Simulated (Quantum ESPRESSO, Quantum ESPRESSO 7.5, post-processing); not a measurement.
# black phosphorene, 1 layer, stepped through strain along the first axis

Wanted: a table for black phosphorene, 1 layer against strain along the first axis, and what can be fitted to it.

Main program and level: Quantum ESPRESSO 7.5; plane-wave DFT, PBE, GBRV ultrasoft pseudopotentials.

Report form: the programs' logs are mostly left out.

**1. Starting point**

The cell holds 4 atoms: 4 P. Its edges and angles: a = 4.620 Å, b = 3.300 Å, c = 17.240 Å, α = 90.0°, β = 90.0°, γ = 90.0°. It derives from P. Vacuum lies along c.

Set-up: Cell and atoms are first relaxed; each strained cell is then held, the other axis too, and the atoms relax in it. A periodic run with 15 Å of vacuum in the starting cell gives the vacuum levels, and bands follow along a path.

Members -2, -1, 0, 1 and 2 took the same steps and show in the table alone.

**2. Relaxing cell and ions of the reference**

What the set-up leaves free in this member is relaxed.

ref.relax.in reads:

```
&control
  prefix = 'ref.relax'
  outdir = './out'
  pseudo_dir = './pseudo'
  nstep = 80
  forc_conv_thr = 0.0004
  calculation = 'vc-relax'
  etot_conv_thr = 1e-06
/
&system
  ibrav = 0
  nat = 4
  ntyp = 1
  ecutwfc = 50
  ecutrho = 250
  occupations = 'smearing'
  smearing = 'fd'
  degauss = 0.004
/
&electrons
  conv_thr = 1e-09
  mixing_beta = 0.4
  electron_maxstep = 120
  mixing_mode = 'plain'
/
&ions
/
&cell
  cell_dofree = '2Dxy'
  press_conv_thr = 0.3
/
ATOMIC_SPECIES
  P   30.9738  p_pbe_v1.5.uspp.F.UPF
CELL_PARAMETERS angstrom
  4.62000000000000 0.00000000000000 0.00000000000000
  0.00000000000000 3.30000000000000 0.00000000000000
  0.00000000000000 0.00000000000000 17.24000000000000
ATOMIC_POSITIONS crystal
  P   0.090000000000 0.000000000000 0.435034802784
  P   0.410000000000 0.500000000000 0.440835266821
  P   0.590000000000 0.500000000000 0.559164733179
  P   0.910000000000 0.000000000000 0.564965197216
K_POINTS automatic
  8 10 1 0 0 0
```

Run with:

```bash
$ OMP_NUM_THREADS=1 mpirun -n 4 pw.x -nk 4 -in ref.relax.in > ref.relax.out
```

Run time: 5.5 min. Hardware: 4 MPI ranks of Intel Xeon at 2.70GHz, shared host; peak memory 0.87 GiB.

Step by step:

```csv
step,energy less that of the first step (eV),largest force (eV/Å),volume (Å³)
1,0.0000,1.0217,262.84
2,-0.0591,0.7353,262.88
3,-0.0932,0.3742,262.95
4,-0.1015,0.0966,262.98
5,-0.1018,0.0570,262.96
6,-0.1021,0.0215,262.94
7,-0.1021,0.0073,262.96
8,-0.1021,0.0055,262.99
9,-0.1021,0.0055,262.99
```

```csv
cell as run,before,after,change
a (Å),4.620,4.621,+0.0 %
b (Å),3.300,3.301,+0.0 %
```

The atoms that moved most (Å, along periodic axes as changes of fractional coordinates times the final cell, across vacuum about the mean position):

```csv
atom,dx,dy,dz,length
P1,-0.005,0.000,0.066,0.066
P4,0.005,0.000,-0.066,0.066
P2,0.007,0.000,-0.034,0.034
P3,-0.007,0.000,0.034,0.034
```

 The last row is no step: it is a fresh SCF in the final cell with a new plane-wave basis, -0 meV from the row before.

Read from the output:

* free energy: -844.4435 eV
* Fermi energy: -1.082 eV

**3. Relaxation with pw.x, -4 %**

m0.relax.in reads:

```
&control
  prefix = 'm0.relax'
  outdir = './out'
  pseudo_dir = './pseudo'
  nstep = 40
  forc_conv_thr = 0.0003
  calculation = 'relax'
  tstress = .true.
/
&system
  ibrav = 0
  nat = 4
  ntyp = 1
  ecutwfc = 50
  ecutrho = 250
  occupations = 'smearing'
  smearing = 'fd'
  degauss = 0.002
/
&electrons
  conv_thr = 1e-09
  mixing_beta = 0.4
  electron_maxstep = 120
  mixing_mode = 'plain'
/
&ions
/
ATOMIC_SPECIES
  P   30.9738  p_pbe_v1.5.uspp.F.UPF
CELL_PARAMETERS angstrom
  4.43580122496000 0.00000000000000 0.00000000000000
  0.00000000000000 3.30143322400000 0.00000000000000
  0.00000000000000 0.00000000000000 17.24000000000000
ATOMIC_POSITIONS crystal
  P   0.088876791000 0.000000000000 0.438878702600
  P   0.411439911600 0.500000000000 0.438883252400
  P   0.588560088400 0.500000000000 0.561116747600
  P   0.911123209000 0.000000000000 0.561121297400
K_POINTS automatic
  8 10 1 0 0 0
```

Run with:

```bash
$ OMP_NUM_THREADS=1 mpirun -n 4 pw.x -nk 4 -in m0.relax.in > m0.relax.out
```

Elapsed: 2.9 min, on 4 MPI ranks; peak memory 0.76 GiB; 11 min of CPU time.

The steps of the relaxation:

```csv
step,energy less that of the first step (eV),largest force (eV/Å)
1,0.0000,0.6199
2,-0.0239,0.3384
3,-0.0348,0.0898
4,-0.0356,0.0522
5,-0.0358,0.0274
6,-0.0359,0.0074
```

The atoms that moved most (Å):

```csv
atom,dx,dy,dz,length
P1,-0.029,0.000,-0.012,0.031
P4,0.029,0.000,0.012,0.031
P3,-0.028,0.000,0.012,0.030
P2,0.028,0.000,-0.012,0.030
```

The relaxation lowers the energy by 9 meV an atom.

Read from the output:

- free energy: -844.4225 eV
- Fermi energy: -0.9353 eV

**4. Ground state, -4 %**

The self-consistent run of this member.

m0.scf.in reads:

```
&control
  prefix = 'm0.scf'
  outdir = './out'
  pseudo_dir = './pseudo'
  calculation = 'scf'
  tprnfor = .true.
/
&system
  ibrav = 0
  nat = 4
  ntyp = 1
  ecutwfc = 40
  ecutrho = 200
  occupations = 'smearing'
  smearing = 'fd'
  degauss = 0.002
  nbnd = 14
/
&electrons
  conv_thr = 1e-09
  mixing_beta = 0.4
  electron_maxstep = 120
  mixing_mode = 'plain'
/
ATOMIC_SPECIES
  P   30.9738  p_pbe_v1.5.uspp.F.UPF
CELL_PARAMETERS angstrom
  4.43580122496000 0.00000000000000 0.00000000000000
  0.00000000000000 3.30143322400000 0.00000000000000
  0.00000000000000 0.00000000000000 17.24000000000000
ATOMIC_POSITIONS crystal
  P   0.082427593200 0.000000000000 0.438173800100
  P   0.417677746200 0.500000000000 0.438174656400
  P   0.582322253800 0.500000000000 0.561825343600
  P   0.917572406800 0.000000000000 0.561826199900
K_POINTS automatic
  8 10 1 0 0 0
```

Run with:

```bash
$ OMP_NUM_THREADS=1 mpirun -n 4 pw.x -nk 4 -in m0.scf.in > m0.scf.out
```

Elapsed: 25 s, on 4 MPI ranks; peak memory 0.64 GiB.

Numbers from this step:

```
free energy                          : -844.4213 eV
valence top, on the run's zero       : -1.293 eV
conduction bottom, on the run's zero : -0.5915 eV
gap by band count                    : 0.7015 eV
```

**5. Potential by pp.x, -4 %**

plot_num = 11 writes the bare and Hartree potential, from which vacuum levels or, in a crystal, the mean potential are read.

m0.pot.in reads:

```
&inputpp
  prefix = 'm0.scf'
  outdir = './out'
  filplot = 'm0.pot.dat'
  plot_num = 11
/
```

Run with:

```bash
$ OMP_NUM_THREADS=1 mpirun -n 4 pp.x -in m0.pot.in > m0.pot.out
```

The job ended after 1.9 s (4 MPI ranks; peak memory 0.1 GiB).

This step gave:

* slope of the potential above: 5.46e-5 eV/Å
* upper vacuum line continued to the top atoms, over the valence top: 4.909 eV
* slope of the potential below: -4.11e-5 eV/Å
* lower vacuum line continued to the bottom atoms, over the valence top: 4.909 eV
* vacuum level at the upper face over the valence top of the mesh: 4.909 eV
* vacuum level at the lower face over the valence top of the mesh: 4.909 eV

Electrostatic potential energy of an electron; zero at the highest filled level of the SCF mesh. Potential energy, planar mean against z:

z (Å), potential energy, planar mean (eV) and a bar from the least value:
```
      0.0        4.9 ##############################
      0.5        4.9 ##############################
      1.0        4.9 ##############################
      1.5        4.9 ##############################
      2.0        4.9 ##############################
      2.5        4.9 ##############################
      3.0        4.9 ##############################
      3.5        4.9 ##############################
      4.0        4.9 ##############################
      4.5        4.9 ##############################
      5.0        4.9 ##############################
      5.5        4.8 ##############################
      6.0        4.3 #############################
      6.5        2.3 ##########################
      7.0       -5.8 ###############
      7.5      -16.9 
      8.0       -9.7 ##########
      8.5       -0.6 ######################
      9.0       -3.8 ##################
      9.5      -15.7 ##
     10.0      -12.6 ######
     10.5       -0.3 #######################
     11.0        3.7 ############################
     11.5        4.6 ##############################
     12.0        4.9 ##############################
     12.5        4.9 ##############################
     13.0        4.9 ##############################
     13.5        4.9 ##############################
     14.0        4.9 ##############################
     14.5        4.9 ##############################
     15.0        4.9 ##############################
     15.5        4.9 ##############################
     16.0        4.9 ##############################
     16.5        4.9 ##############################
     17.0        4.9 ##############################
```

**6. Band structure, -4 %**

Bands along a path place the edges.

m0.bands.in is the input of step 4 with these lines changed:

```diff
@@ -1,7 +1,6 @@
 &control
-  prefix = 'm0.scf'
+  prefix = 'm0.bands'
   outdir = './out'
   pseudo_dir = './pseudo'
-  calculation = 'scf'
-  tprnfor = .true.
+  calculation = 'bands'
 /
@@ -16,6 +15,6 @@
   degauss = 0.002
-  nbnd = 14
+  nbnd = 16
 /
 &electrons
-  conv_thr = 1e-09
+  conv_thr = 1e-07
   mixing_beta = 0.4
@@ -35,3 +34,8 @@
   P   0.917572406800 0.000000000000 0.561826199900
-K_POINTS automatic
-  8 10 1 0 0 0
+K_POINTS crystal_b
+5
+  0.0000000000 0.0000000000 0.0000000000 12
+  0.5000000000 0.0000000000 0.0000000000 12
+  0.5000000000 0.5000000000 0.0000000000 12
+  0.0000000000 0.5000000000 0.0000000000 12
+  0.0000000000 0.0000000000 0.0000000000 1
```

Run with:

```bash
$ cp -r out/m0.scf.save out/m0.bands.save
$ cp out/m0.scf.xml out/m0.bands.xml
$ OMP_NUM_THREADS=1 mpirun -n 4 pw.x -nk 4 -in m0.bands.in > m0.bands.out
```

Elapsed: 51 s, on 4 MPI ranks; peak memory 0.37 GiB; 3.4 min of CPU time.

Numbers from this step:

| Item | Value |
| --- | --- |
| valence top, on the run's zero | -1.292 eV |
| gap by band count | 0.7008 eV |

Band numbers count within the set of bands kept for display. The electronic bands at the labelled points (eV, zero at the highest filled level of the SCF mesh; v1 is the highest filled band, c1 the lowest empty one):

```csv
point,v4,v3,v2,v1,c1,c2,c3,c4
Γ,-3.48,-1.88,-1.80,0.00,0.70,1.54,2.68,3.46
halfway,-3.22,-1.99,-1.47,-0.59,1.73,2.04,2.09,3.16
X,-2.59,-2.59,-1.02,-1.02,2.06,2.06,3.45,3.45
halfway,-2.92,-2.92,-1.50,-1.50,2.86,2.86,3.61,3.61
S,-4.87,-4.86,-1.32,-1.32,2.37,2.37,4.28,4.28
halfway,-3.78,-3.78,-1.44,-1.44,1.79,1.80,3.04,3.04
Y,-2.73,-2.73,-2.04,-2.04,1.28,1.29,1.93,1.93
halfway,-4.03,-2.97,-1.70,-0.48,1.26,1.40,3.27,3.59
Γ,-3.48,-1.88,-1.80,0.00,0.70,1.54,2.68,3.46
```

Along this path the valence top lies at Γ and the conduction bottom at Γ.

**7. Relaxation with pw.x, -3 %**

m1.relax.in reads:

```
&control
  prefix = 'm1.relax'
  outdir = './out'
  pseudo_dir = './pseudo'
  nstep = 40
  forc_conv_thr = 0.0003
  calculation = 'relax'
  tstress = .true.
/
&system
  ibrav = 0
  nat = 4
  ntyp = 1
  ecutwfc = 50
  ecutrho = 250
  occupations = 'smearing'
  smearing = 'fd'
  degauss = 0.002
/
&electrons
  conv_thr = 1e-09
  mixing_beta = 0.4
  electron_maxstep = 120
  mixing_mode = 'plain'
/
&ions
/
ATOMIC_SPECIES
  P   30.9738  p_pbe_v1.5.uspp.F.UPF
CELL_PARAMETERS angstrom
  4.48200748772000 0.00000000000000 0.00000000000000
  0.00000000000000 3.30143322400000 0.00000000000000
  0.00000000000000 0.00000000000000 17.24000000000000
ATOMIC_POSITIONS crystal
  P   0.088876791000 0.000000000000 0.438878702600
  P   0.411439911600 0.500000000000 0.438883252400
  P   0.588560088400 0.500000000000 0.561116747600
  P   0.911123209000 0.000000000000 0.561121297400
K_POINTS automatic
  8 10 1 0 0 0
```

Run with:

```bash
$ OMP_NUM_THREADS=1 mpirun -n 4 pw.x -nk 4 -in m1.relax.in > m1.relax.out
```

Elapsed: 2.8 min, on 4 MPI ranks; peak memory 0.85 GiB.

Relaxation path:

```csv
step,energy less that of the first step (eV),largest force (eV/Å)
1,0.0000,0.4610
2,-0.0133,0.2558
3,-0.0194,0.0709
4,-0.0199,0.0407
5,-0.0201,0.0228
6,-0.0201,0.0063
```

The atoms that moved most (Å):

```csv
atom,dx,dy,dz,length
P1,-0.022,0.000,-0.009,0.024
P4,0.022,0.000,0.009,0.024
P3,-0.021,0.000,0.009,0.023
P2,0.021,0.000,-0.009,0.023
```

The relaxation lowers the energy by 5 meV an atom.

This step gave:

```
free energy  : -844.4316 eV
Fermi energy : -0.9772 eV
```

**8. Self-consistent run, -3 %**

m1.scf.in reads:

```
&control
  prefix = 'm1.scf'
  outdir = './out'
  pseudo_dir = './pseudo'
  calculation = 'scf'
  tprnfor = .true.
/
&system
  ibrav = 0
  nat = 4
  ntyp = 1
  ecutwfc = 40
  ecutrho = 200
  occupations = 'smearing'
  smearing = 'fd'
  degauss = 0.002
  nbnd = 14
/
&electrons
  conv_thr = 1e-09
  mixing_beta = 0.4
  electron_maxstep = 120
  mixing_mode = 'plain'
/
ATOMIC_SPECIES
  P   30.9738  p_pbe_v1.5.uspp.F.UPF
CELL_PARAMETERS angstrom
  4.48200748772000 0.00000000000000 0.00000000000000
  0.00000000000000 3.30143322400000 0.00000000000000
  0.00000000000000 0.00000000000000 17.24000000000000
ATOMIC_POSITIONS crystal
  P   0.084045481500 0.000000000000 0.438340122500
  P   0.416057806600 0.500000000000 0.438340921200
  P   0.583942193400 0.500000000000 0.561659078800
  P   0.915954518500 0.000000000000 0.561659877500
K_POINTS automatic
  8 10 1 0 0 0
```

Run with:

```bash
$ OMP_NUM_THREADS=1 mpirun -n 4 pw.x -nk 4 -in m1.scf.in > m1.scf.out
```

It took 22 s on 4 MPI ranks; peak memory 0.45 GiB.

Read from the output:

| Property | Result |
| --- | --- |
| free energy | -844.4304 eV |
| Fermi energy | -0.9771 eV |
| valence top, on the run's zero | -1.363 eV |
| conduction bottom, on the run's zero | -0.6060 eV |
| gap by band count | 0.7565 eV |

**9. Relaxing the ions, 3 %**

m7.relax.in reads:

```
&control
  prefix = 'm7.relax'
  outdir = './out'
  pseudo_dir = './pseudo'
  nstep = 40
  forc_conv_thr = 0.0003
  calculation = 'relax'
  tstress = .true.
/
&system
  ibrav = 0
  nat = 4
  ntyp = 1
  ecutwfc = 50
  ecutrho = 250
  occupations = 'smearing'
  smearing = 'fd'
  degauss = 0.002
/
&electrons
  conv_thr = 1e-09
  mixing_beta = 0.4
  electron_maxstep = 120
  mixing_mode = 'plain'
/
&ions
/
ATOMIC_SPECIES
  P   30.9738  p_pbe_v1.5.uspp.F.UPF
CELL_PARAMETERS angstrom
  4.75924506428000 0.00000000000000 0.00000000000000
  0.00000000000000 3.30143322400000 0.00000000000000
  0.00000000000000 0.00000000000000 17.24000000000000
ATOMIC_POSITIONS crystal
  P   0.088876791000 0.000000000000 0.438878702600
  P   0.411439911600 0.500000000000 0.438883252400
  P   0.588560088400 0.500000000000 0.561116747600
  P   0.911123209000 0.000000000000 0.561121297400
K_POINTS automatic
  8 10 1 0 0 0
```

Run with:

```bash
$ OMP_NUM_THREADS=1 mpirun -n 4 pw.x -nk 4 -in m7.relax.in > m7.relax.out
```

It took 3.2 min on 4 MPI ranks; peak memory 0.89 GiB; 13 min of CPU time.

Step by step:

```csv
step,energy less that of the first step (eV),largest force (eV/Å)
1,0.0000,0.4271
2,-0.0118,0.2607
3,-0.0182,0.0909
4,-0.0191,0.0470
5,-0.0193,0.0323
6,-0.0194,0.0086
```

The atoms that moved most (Å):

```csv
atom,dx,dy,dz,length
P3,0.022,0.000,-0.010,0.024
P2,-0.022,0.000,0.010,0.024
P4,-0.021,0.000,-0.010,0.023
P1,0.021,0.000,0.010,0.023
```

The relaxed structure:

```xyz
4
Lattice="4.7592 0.0000 0.0000 0.0000 3.3014 0.0000 0.0000 0.0000 17.2400" Properties=species:S:1:pos:R:3
P     0.4440    0.0000    7.5759
P     1.9361    1.6507    7.5759
P     2.8231    1.6507    9.6641
P     4.3152    0.0000    9.6641
```

The relaxation lowers the energy by 5 meV an atom.

This step gave:

```
free energy  : -844.4346 eV
Fermi energy : -1.188 eV
```

**10. SCF with pw.x, 3 %**

m7.scf.in reads:

```
&control
  prefix = 'm7.scf'
  outdir = './out'
  pseudo_dir = './pseudo'
  calculation = 'scf'
  tprnfor = .true.
/
&system
  ibrav = 0
  nat = 4
  ntyp = 1
  ecutwfc = 40
  ecutrho = 200
  occupations = 'smearing'
  smearing = 'fd'
  degauss = 0.002
  nbnd = 14
/
&electrons
  conv_thr = 1e-09
  mixing_beta = 0.4
  electron_maxstep = 120
  mixing_mode = 'plain'
/
ATOMIC_SPECIES
  P   30.9738  p_pbe_v1.5.uspp.F.UPF
CELL_PARAMETERS angstrom
  4.75924506428000 0.00000000000000 0.00000000000000
  0.00000000000000 3.30143322400000 0.00000000000000
  0.00000000000000 0.00000000000000 17.24000000000000
ATOMIC_POSITIONS crystal
  P   0.093291757400 0.000000000000 0.439439612500
  P   0.406816458200 0.500000000000 0.439440202500
  P   0.593183541800 0.500000000000 0.560559797500
  P   0.906708242600 0.000000000000 0.560560387500
K_POINTS automatic
  8 10 1 0 0 0
```

Run with:

```bash
$ OMP_NUM_THREADS=1 mpirun -n 4 pw.x -nk 4 -in m7.scf.in > m7.scf.out
```

The job ended after 33 s (4 MPI ranks; peak memory 0.59 GiB).

Read from the output:

| Item | Value |
| --- | --- |
| free energy | -844.4335 eV |
| valence top, on the run's zero | -1.701 eV |
| conduction bottom, on the run's zero | -0.6880 eV |
| gap by band count | 1.013 eV |

**11. Relaxation with pw.x, 4 %**

m8.relax.in reads:

```
&control
  prefix = 'm8.relax'
  outdir = './out'
  pseudo_dir = './pseudo'
  nstep = 40
  forc_conv_thr = 0.0003
  calculation = 'relax'
  tstress = .true.
/
&system
  ibrav = 0
  nat = 4
  ntyp = 1
  ecutwfc = 50
  ecutrho = 250
  occupations = 'smearing'
  smearing = 'fd'
  degauss = 0.002
/
&electrons
  conv_thr = 1e-09
  mixing_beta = 0.4
  electron_maxstep = 120
  mixing_mode = 'plain'
/
&ions
/
ATOMIC_SPECIES
  P   30.9738  p_pbe_v1.5.uspp.F.UPF
CELL_PARAMETERS angstrom
  4.80545132704000 0.00000000000000 0.00000000000000
  0.00000000000000 3.30143322400000 0.00000000000000
  0.00000000000000 0.00000000000000 17.24000000000000
ATOMIC_POSITIONS crystal
  P   0.088876791000 0.000000000000 0.438878702600
  P   0.411439911600 0.500000000000 0.438883252400
  P   0.588560088400 0.500000000000 0.561116747600
  P   0.911123209000 0.000000000000 0.561121297400
K_POINTS automatic
  8 10 1 0 0 0
```

Run with:

```bash
$ OMP_NUM_THREADS=1 mpirun -n 4 pw.x -nk 4 -in m8.relax.in > m8.relax.out
```

The job ended after 4.3 min (4 MPI ranks; peak memory 0.87 GiB).

Step by step:

```csv
step,energy less that of the first step (eV),largest force (eV/Å)
1,0.0000,0.5595
2,-0.0206,0.3474
3,-0.0320,0.1262
4,-0.0337,0.0638
5,-0.0340,0.0445
6,-0.0342,0.0142
7,-0.0343,0.0016
```

The atoms that moved most (Å):

```csv
atom,dx,dy,dz,length
P2,-0.029,0.000,0.013,0.032
P3,0.029,0.000,-0.013,0.032
P4,-0.028,0.000,-0.013,0.031
P1,0.028,0.000,0.013,0.031
```

The relaxation lowers the energy by 9 meV an atom.

This step gave:

| Property | Result |
| --- | --- |
| free energy | -844.4275 eV |
| Fermi energy | -1.219 eV |

**12. Ground state, 4 %**

m8.scf.in reads:

```
&control
  prefix = 'm8.scf'
  outdir = './out'
  pseudo_dir = './pseudo'
  calculation = 'scf'
  tprnfor = .true.
/
&system
  ibrav = 0
  nat = 4
  ntyp = 1
  ecutwfc = 40
  ecutrho = 200
  occupations = 'smearing'
  smearing = 'fd'
  degauss = 0.002
  nbnd = 14
/
&electrons
  conv_thr = 1e-09
  mixing_beta = 0.4
  electron_maxstep = 120
  mixing_mode = 'plain'
/
ATOMIC_SPECIES
  P   30.9738  p_pbe_v1.5.uspp.F.UPF
CELL_PARAMETERS angstrom
  4.80545132704000 0.00000000000000 0.00000000000000
  0.00000000000000 3.30143322400000 0.00000000000000
  0.00000000000000 0.00000000000000 17.24000000000000
ATOMIC_POSITIONS crystal
  P   0.094681250000 0.000000000000 0.439661125600
  P   0.405403114200 0.500000000000 0.439661476700
  P   0.594596885800 0.500000000000 0.560338523300
  P   0.905318750000 0.000000000000 0.560338874400
K_POINTS automatic
  8 10 1 0 0 0
```

Run with:

```bash
$ OMP_NUM_THREADS=1 mpirun -n 4 pw.x -nk 4 -in m8.scf.in > m8.scf.out
```

Wall time 27 s (4 MPI ranks); peak memory 0.56 GiB; 1.7 min of CPU time.

Read from the output:

| Quantity | Value |
| --- | --- |
| free energy | -844.4264 eV |
| valence top, on the run's zero | -1.748 eV |
| conduction bottom, on the run's zero | -0.6965 eV |
| gap by band count | 1.051 eV |

**13. The series side by side**

The series in one table, energies over the lowest:

```csv
strain along the first axis,energy (eV),gap along the path (eV),upper vacuum level over the valence top of the mesh (eV),lower vacuum level over that top (eV)
-4 %,0.0210,0.7008,4.909,4.909
-3 %,0.0119,0.7558,4.948,4.948
-2 %,0.0055,0.8072,4.985,4.985
-1 %,0.0015,0.8596,5.018,5.018
0 %,0.0000,0.9011,5.047,5.047
1 %,0.0008,0.9361,5.071,5.071
2 %,0.0038,0.9795,5.096,5.096
3 %,0.0089,1.013,5.115,5.115
4 %,0.0160,1.051,5.134,5.134
```

**14. A check by hand**

A parabola through the energies within ±2 % has E = 11.52 eV × ε² -0.041 eV × ε; for the curvature, over A = 15.255 Å² this is 11.52 × 2/15.255 × 16.02 = 24 N/m.

**15. Outcome**

```yaml
in_plane_stiffness_along_the_strain: 24 N/m
gap_along_the_path_at_minus_4_and_at_4: 0.70, 1.05 eV
upper_vacuum_level_over_the_valence_top_of_the_mesh_at_minus_4_and_at_4: 4.91, 5.13 eV
lower_vacuum_level_over_that_top_at_minus_4_and_at_4: 4.91, 5.13 eV
```

**Reading.** The series holds 9 members; in-plane stiffness along the strain: 24 N/m (PBE, GBRV ultrasoft). The energy is lowest near zero strain. From -4 % to 4 % the gap along the path rises from 0.70 to 1.05 eV. From -4 % to 4 % the upper vacuum level over the valence top of the mesh rises from 4.91 to 5.13 eV. From -4 % to 4 % the lower vacuum level over that top rises from 4.91 to 5.13 eV. Semilocal gaps are too small; the 1×1 cell can't ripple over many cells under compression as a free sheet would. No spin-orbit coupling.

[Logs are printed without paths, hosts, clocks, repeated set-up lines and the standing remarks that a program may print on its own settings, such as how far it seeks lower states.]

[Hosts, paths, dates, database ids (printed as entryN), source tags and the programs' standing remarks are cut or masked in the printed files.]

[Maps of the electrostatic potential energy from Ansatz leave out the sawtooth potential of an applied field or a dipole correction, so their vacuum need not be flat; planar profiles and work functions include it.]
